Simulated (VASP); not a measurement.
# C (P6_3/mmc) in VASP: a series of runs

Aim: see how the results for C move with the level of theory and the settings. Levels: LDA, PBE. Tasks: relaxation of cell and atoms.

Program: VASP 6.6.1. These are calculated values, not measurements. Logs are shortened: lines on timing, memory, paths and dates and some standing lists are left out, and cuts for length are marked.

## Step 1: The structure

Symmetry: P6_3/mmc, No. 194, hexagonal system. Conventional cell: a = 2.446 Å, b = 2.446 Å, c = 6.597 Å, α = 90.00°, β = 90.00°, γ = 120.00°. C (site symmetry -6m2) has 3 C at 1.41 Å as nearest neighbours. C (site symmetry -6m2) has 3 C at 1.41 Å as nearest neighbours.

## Step 2: Relaxation of cell and atoms, LDA

Input file INCAR:

```
SYSTEM = C
  ALGO = Normal
  EDIFF = 1E-7
  EDIFFG = -0.005
  ENCUT = 600
  GGA = CA
  IBRION = 2
  ISIF = 3
  ISMEAR = 0
  LASPH = .TRUE.
  LCHARG = .FALSE.
  LREAL = .FALSE.
  LWAVE = .FALSE.
  NELM = 80
  NSW = 90
  PREC = Accurate
  SIGMA = 0.03
```

Input file KPOINTS:

```
k-points
0
G
  12 12 4
  0 0 0
```

Input file POSCAR:

```
C                                       
1.0
    2.4459031381     -0.0000000000     -0.0000000000
   -1.2229515690      2.1182142531      0.0000000000
    0.0000000000     -0.0000000000      6.5968977664
  C             
     4
Direct
     0.0000000000000000    0.0000000000000000    0.2500000000000000
     0.0000000000000000    0.0000000000000000    0.7500000000000000
     0.3333333300000021    0.6666666699999979    0.2500000000000000
     0.6666666699999979    0.3333333300000021    0.7500000000000000
```

Potentials or basis: VASP PAW LDA potentials, release 64 (C).

Run with:

```bash
$ cat potpaw_LDA.64/C/POTCAR > POTCAR
$ mpirun -np 1 vasp_std > vasp.out
```

OUTCAR:

```text
SYSTEM = C
   EDIFF = 1E-7
   EDIFFG = -0.005
   ENCUT = 600
   GGA = CA
   IBRION = 2
   ISIF = 3
   ISMEAR = 0
   LASPH = .TRUE.
   LREAL = .FALSE.
   NELM = 80
   NSW = 90
   PREC = Accurate

 ion  position               nearest neighbor table
   1  0.000  0.000  0.250-   3 1.41   3 1.41   3 1.41
   2  0.000  0.000  0.750-   4 1.41   4 1.41   4 1.41
   3  0.333  0.667  0.250-   1 1.41   1 1.41   1 1.41
   4  0.667  0.333  0.750-   2 1.41   2 1.41   2 1.41

  LATTYP: Found a hexagonal cell.
 ALAT       =     2.4459031381
 C/A-ratio  =     2.6971214287

  Lattice vectors:

 A1 = (   2.4459031381,   0.0000000000,   0.0000000000)
 A2 = (  -1.2229515690,   2.1182142531,   0.0000000000)
 A3 = (   0.0000000000,   0.0000000000,   6.5968977664)

Analysis of symmetry for initial positions (statically):
=====================================================================
 Subroutine PRICEL returns:
 Original cell was already a primitive cell.

 Routine SETGRP: Setting up the symmetry group for a
 hexagonal supercell.

 Subroutine GETGRP returns: Found 24 space group operations
 (whereof 12 operations were pure point group operations)
 out of a pool of 24 trial point group operations.

The static configuration has the point symmetry D_3d.
 The point group associated with its full space group is D_6h.

Analysis of symmetry for dynamics (positions and initial velocities):
=====================================================================
 Subroutine PRICEL returns:
 Original cell was already a primitive cell.

 Routine SETGRP: Setting up the symmetry group for a
 hexagonal supercell.

 Subroutine GETGRP returns: Found 24 space group operations
 (whereof 12 operations were pure point group operations)
 out of a pool of 24 trial point group operations.

The dynamic configuration has the point symmetry D_3d.
 The point group associated with its full space group is D_6h.

 Subroutine INISYM returns: Found 24 space group operations
 (whereof 12 operations are pure point group operations),
 and found     1 'primitive' translations

----------------------------------------------------------------------------------------

                                     Primitive cell

  volume of cell :      34.1782

  direct lattice vectors                    reciprocal lattice vectors
     2.445903138  0.000000000  0.000000000     0.408846934  0.236047888  0.000000000
    -1.222951569  2.118214253  0.000000000     0.000000000  0.472095775  0.000000000
     0.000000000  0.000000000  6.596897766     0.000000000  0.000000000  0.151586402

  length of vectors
     2.445903138  2.445903138  6.596897766     0.472095775  0.472095775  0.151586402

  position of ions in fractional coordinates (direct lattice)
     0.000000000  0.000000000  0.250000000
     0.000000000  0.000000000  0.750000000
     0.333333330  0.666666670  0.250000000
     0.666666670  0.333333330  0.750000000

  ion indices of the primitive-cell ions
   primitive index   ion index
                 1           1
                 2           2
                 3           3
                 4           4

----------------------------------------------------------------------------------------

 KPOINTS: k-points

Automatic generation of k-mesh.
 Grid dimensions read from file:
 generate k-points for:   12   12    4

 Generating k-lattice:

  Cartesian coordinates                     Fractional coordinates (reciprocal lattice)
     0.034070578  0.019670657  0.000000000     0.083333333  0.000000000  0.000000000
     0.000000000  0.039341315  0.000000000     0.000000000  0.083333333  0.000000000
     0.000000000  0.000000000  0.037896601     0.000000000  0.000000000  0.250000000

  Length of vectors
     0.039341315  0.039341315  0.037896601

  Shift w.r.t. Gamma in fractional coordinates (k-lattice)
     0.000000000  0.000000000  0.000000000

 Subroutine IBZKPT returns following result:
 ===========================================

 Found     57 irreducible k-points:

 Following reciprocal coordinates:
            Coordinates               Weight
  0.000000  0.000000  0.000000      1.000000
  0.083333  0.000000  0.000000      6.000000
  0.166667  0.000000  0.000000      6.000000
  0.250000  0.000000  0.000000      6.000000
  0.333333  0.000000  0.000000      6.000000
  0.416667  0.000000  0.000000      6.000000
[... 16 lines left out ...]
  0.250000  0.000000  0.250000     12.000000
  0.333333  0.000000  0.250000     12.000000
 [... further k-points ...]
   k-points           NKPTS =     57   k-points in BZ     NKDIM =     57   number of bands    NBANDS=     12
   number of dos      NEDOS =    301   number of ions     NIONS =      4
   total plane-waves  NPLWV =  21600
   dimension x,y,z NGX =    20 NGY =   20 NGZ =   54
   dimension x,y,z NGXF=    40 NGYF=   40 NGZF=  108
   ions per type =               4
   NGX,Y,Z   is equivalent  to a cutoff of  13.59, 13.59, 13.61 a.u.
   NGXF,Y,Z  is equivalent  to a cutoff of  27.19, 27.19, 27.22 a.u.
 SYSTEM =  C
   PREC   = accura    normal or accurate (medium, high low for compatibility)
   ISTART =      0    job   : 0-new  1-cont  2-samecut
   ICHARG =      2    charge: 1-file 2-atom 10-const
   ISPIN  =      1    spin polarized calculation?
   LNONCOLLINEAR =      F non collinear calculations
   LSORBIT =      F    spin-orbit coupling
   LASPH  =      T    aspherical Exc in radial PAW
   ENCUT  =  600.0 eV  44.10 Ry    6.64 a.u.   4.89  4.89 13.18*2*pi/ulx,y,z
   NELM   =     80;   NELMIN=  2; NELMDL= -5     # of ELM steps
   EDIFF  = 0.1E-06   stopping-criterion for ELM
   LREAL  =      F    real-space projection
   EDIFFG = -.5E-02   stopping-criterion for IOM
   NSW    =     90    number of steps for IOM
   IBRION =      2    ionic relax: 0-MD 1-quasi-New 2-CG
   NFREE  =      1    steps in history (QN), initial steepest desc. (CG)
   ISIF   =      3    stress and relaxation
   ISYM   =      2    0-nonsym 1-usesym 2-fastsym
   POTIM  = 0.5000    time-step for ionic-motion
   TEBEG  =    0.0;   TEEND  =   0.0 temperature during run
   PSTRESS=    0.0 pullay stress
   NELECT =      16.0000    total number of electrons
   NUPDOWN=      -1.0000    fix difference up-down
   EMIN   =  10.00;   EMAX   =-10.00  energy-range for DOS
   EFERMI =   0.00;   METHOD = LEGACY
   ISMEAR =     0;   SIGMA  =   0.03  broadening in eV -4-tet -1-fermi 0-gaus
   EFERMI_NEDOS =   21; number of points for ismear=-14 and -15
   IALGO  =     38    algorithm
   IMIX   =      4    mixing-type and parameters
     AMIX     =   0.40;   BMIX     =  1.00
     AMIX_MAG =   1.60;   BMIX_MAG =  1.00
  volume/ion in A,a.u.               =       8.54        57.66
  Fermi-wavevector in a.u.,A,eV,Ry     =   1.271155  2.402135 21.984772  1.615835
  Thomas-Fermi vector in A             =   2.404103
   LORBIT       =      0    0 simple, 1 ext, 2 COOP (PROOUT), +10 PAW based schemes
   GGA     = CA    functional components
   LHFCALC =     F    Hartree Fock is set to
   AEXX    =    0.0000 exact exchange contribution
   IVDW    =     0    specifies the selected vdW correction
   LEPSILON=     F    determine dielectric tensor
   LRPA    =     F    only Hartree local field effects (RPA)
 conjugate gradient relaxation of ions
 non-spin polarized calculation
 Gauss-broadening in eV      SIGMA  =   0.03
  energy-cutoff  :      600.00
  volume of cell :       34.18
 maximum number of plane-waves:      1164
 NGX is ok and might be reduce to    20
   NGX =  9   NGY =  9   NGZ = 27

--------------------------------------- Ionic step        1  -------------------------------------------

 number of electron      16.0000001 magnetization

 Free energy of the ion-electron system (eV)
  ---------------------------------------------------
  ext. energy  EPLUGINS =         0.00000000
  ---------------------------------------------------
  free energy    TOTEN  =       -40.45336607 eV

  energy without entropy =      -40.45287816  energy(sigma->0) =      -40.45312212

------------------------ aborting loop because EDIFF is reached ----------------------------------------

  FORCE on cell =-STRESS in cart. coord.  units (eV):
  Direction    XX          YY          ZZ          XY          YZ          ZX
  --------------------------------------------------------------------------------------
  -------------------------------------------------------------------------------------
  Total        0.0432022      0.0432022     -0.0462988      0.0000000      0.0000000      0.0000000
  in kB        2.0251960      2.0251960     -2.1703578      0.0000000      0.0000000      0.0000000
  external PRESSURE =       0.6266781 kB  Pullay stress =       0.0000000 kB
[... 289 lines left out ...]
  energy  without entropy=      -40.4529659534  energy(sigma->0) =      -40.45320405

--------------------------------------- Ionic step        9  -------------------------------------------

 number of electron      16.0000000 magnetization

 Free energy of the ion-electron system (eV)
  ---------------------------------------------------
  ext. energy  EPLUGINS =         0.00000000
  ---------------------------------------------------
  free energy    TOTEN  =       -40.45353623 eV

  energy without entropy =      -40.45306041  energy(sigma->0) =      -40.45329832

 E-fermi :   4.8917     XC(G=0): -10.9567

 val. band max:        4.8901562249   @ k =   0.3333   0.3333   0.5000
 cond. band min:       4.8921814730   @ k =   0.3333   0.3333   0.2500
 fundamental gap:      0.0020252481
 Fermi energy:         4.8917173660

 k-point     1 :       0.0000    0.0000    0.0000
  band No.  band energies     occupation
      1     -14.7330      2.00000
      2     -14.3524      2.00000
      3      -3.9361      2.00000
      4      -1.6369      2.00000
      5       1.9148      2.00000
      6       1.9148      2.00000
      7       1.9380      2.00000
      8       1.9380      2.00000
      9       8.9325      0.00000
     10      13.3378      0.00000
     11      13.3378      0.00000
     12      13.4021      0.00000
[... 331 lines left out ...]
 k-point    24 :       0.3333    0.0000    0.2500
  band No.  band energies     occupation
      1     -12.0510      2.00000
      2     -11.8244      2.00000
      3      -4.6967      2.00000
      4      -4.5779      2.00000
      5      -0.8964      2.00000
      6      -0.8504      2.00000
      7      -0.4959      2.00000
      8       0.8935      2.00000
      9       9.5005      0.00000
     10      10.2682      0.00000
     11      12.6568      0.00000
     12      12.8391      0.00000

 [... further k-points ...]

------------------------ aborting loop because EDIFF is reached ----------------------------------------

  FORCE on cell =-STRESS in cart. coord.  units (eV):
  Direction    XX          YY          ZZ          XY          YZ          ZX
  --------------------------------------------------------------------------------------
  -------------------------------------------------------------------------------------
  Total        0.0002034      0.0002034      0.0036161      0.0000000      0.0000000      0.0000000
  in kB        0.0096011      0.0096011      0.1706647      0.0000000      0.0000000      0.0000000
  external PRESSURE =       0.0632890 kB  Pullay stress =       0.0000000 kB
[... 19 lines left out ...]
  FREE ENERGIE OF THE ION-ELECTRON SYSTEM (eV)
  ---------------------------------------------------
  free  energy   TOTEN  =       -40.4535362291 eV

  energy  without entropy=      -40.4530604060  energy(sigma->0) =      -40.45329832

 reached required accuracy - stopping structural energy minimisation
```

Wall time 57 s (1 thread of Intel Xeon Platinum 8488C (Sapphire Rapids), shared host); peak memory 0.14 GiB.

What came out:

- Free energy: -40.4535 eV
- Relaxed volume: 8.49 Å³/atom
- Relaxed cell: a = 2.446 Å, b = 2.446 Å, c = 6.551 Å, α = 90.00°, β = 90.00°, γ = 120.00°
- Space group after relaxing (to 0.05 Å): P6_3/mmc (No. 194)
- Energy gained by relaxing: 0.0 meV/atom
- Ionic steps: 9
- Pressure after relaxing: 0.0 GPa
- Band gap on the k mesh: none (metal or under the smearing width)

Step by step:
```csv
step,energy change (eV),largest force (eV/Å),pressure (GPa),volume (Å³)
1,0.0000,0.0000,0.06,34.18
2,0.0000,0.0000,-0.39,34.19
3,0.0000,0.0000,-0.15,34.19
4,-0.0001,0.0000,-0.14,34.16
5,-0.0001,0.0000,-0.12,34.08
6,-0.0002,0.0000,-0.07,33.92
7,-0.0002,0.0000,-0.07,33.95
8,-0.0001,0.0000,0.51,33.91
9,-0.0002,0.0000,0.01,33.95
```

Final structure:
```
C
1.0
     2.44622    0.00000    0.00000
    -1.22311    2.11849    0.00000
     0.00000    0.00000    6.55060
C
4
Direct
  0.00000 0.00000 0.25000
  0.00000 0.00000 0.75000
  0.33333 0.66667 0.25000
  0.66667 0.33333 0.75000
```

(Continued in part 2 of 2.)
